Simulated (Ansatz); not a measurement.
# RbCl: the cost of one run

Program: Ansatz 0.2.0. Level of theory: DFT PBE, scalar-relativistic, plane waves, PAW. These are calculated values, not measurements.

1 further run of the same task is left out (set aside as unsound or not needed).

**1. The system as given**

Symmetry: Fm-3m, No. 225, cubic system. Conventional cell: a = 6.698 Å, b = 6.698 Å, c = 6.698 Å, α = 90.00°, β = 90.00°, γ = 90.00°. Rb (site symmetry m-3m) is surrounded by 6 Cl at 3.35 Å. Cl (site symmetry m-3m) is surrounded by 6 Rb at 3.35 Å.

Coordinates:

```
CELL_PARAMETERS angstrom
0.00000 3.34913 3.34913
3.34913 0.00000 3.34913
3.34913 3.34913 0.00000
ATOMIC_POSITIONS crystal
Rb 0.00000 0.00000 0.00000
Cl 0.50000 0.50000 0.50000
```

It is the result of an earlier relaxation at this level (volume 37.57 Å³/atom; gap on the mesh: 4.84 eV).

**2. Electronic structure at the relaxed geometry**

File input.yaml:

```yaml
crystal:
  lattice:
    - [0.0, 3.3491260091, 3.3491260091]
    - [3.3491260091, 0.0, 3.3491260091]
    - [3.3491260091, 3.3491260091, 0.0]
  atoms:
    - { symbol: Rb, position: [0.0, 0.0, 0.0] }
    - { symbol: Cl, position: [0.5, 0.5, 0.5] }
basis:
  ecutwfc: 420
kpoints:
  mp_grid: { grid: [6, 6, 6] }
  band_path:
    path:
      - [[0.0, 0.0, 0.0], [0.5, 0.0, 0.5], [0.625, 0.25, 0.625]]
      - [[0.375, 0.375, 0.75], [0.0, 0.0, 0.0], [0.5, 0.5, 0.5], [0.5, 0.25, 0.75], [0.5, 0.0, 0.5]]
    npoints: 14
hamiltonian:
  xc: pbe
scf:
  occupations: { method: gaussian, width: 0.02 }
  n_extra_bands: 6
output:
  forces: true
  stress: true
  eigenvalues: true
  populations: true
  dos: { projected: true, de: 0.02, nscf_kmesh: { grid: [9, 9, 9] } }
  bader: true
  write_density: true
  write_potential: true
  elf: true
  volumetric_format: npy
```

Launch:

```console
$ ansatz run input.yaml --threads 1 --pin off --max-ram 2560MiB --backend cpu --events-out ev --progress --plain --runs-dir out
```

**Question.** How long does this run take on 1 thread of Intel Xeon Platinum 8375C at 2.90GHz (Ice Lake), shared host, and how much memory does it need?

About 18 s, with a peak of 0.37 GiB.
